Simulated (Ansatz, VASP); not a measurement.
**N: VASP beside Ansatz**

```
N
1.0
     2.51947   -0.02519    0.00000
    -1.28156    2.19453    0.00000
     0.00000    0.00000    2.44600
N
2
Direct
  0.66667 0.33333 0.25000
  0.33333 0.66667 0.75000
```

Change from the starting cell: xy shear strain of -2 %, crystal datasets.

Alike in both runs: task electric field gradients; functional r2SCAN; k mesh 16 × 16 × 15; occupations fermi-dirac, width 0.05 eV; no spin polarisation.

```csv
,VASP,Ansatz
version,VASP 6.6.1,Ansatz 0.2.0
potentials or method,"VASP PAW PBE potentials, release 64 (N), cutoff 520 eV","all-electron PAW with datasets made for the crystal, scalar-relativistic"
```

Ansatz gave:

- pressure (GPa): 6.5
- largest component of the traceless stress (GPa): 8.99
- rms of the force components (eV/Å): 0.130
- Vzz of the field gradient on the site that differs most (V/Å²): 25.4

Problem. Which values does VASP return?

Solution. Pressure (GPa): 6.5; largest component of the traceless stress (GPa): 8.89; rms of the force components (eV/Å): 0.128; Vzz of the field gradient on the site that differs most (V/Å²): 26.5.

Atom by atom the forces differ by 0.002 eV/Å (rms over components). Ansatz ran all-electron here, so the differences hold the error of VASP's frozen core and of both bases.

Caveats: the PAW data sets were made with another functional, which shifts forces and pressure a little (VASP).
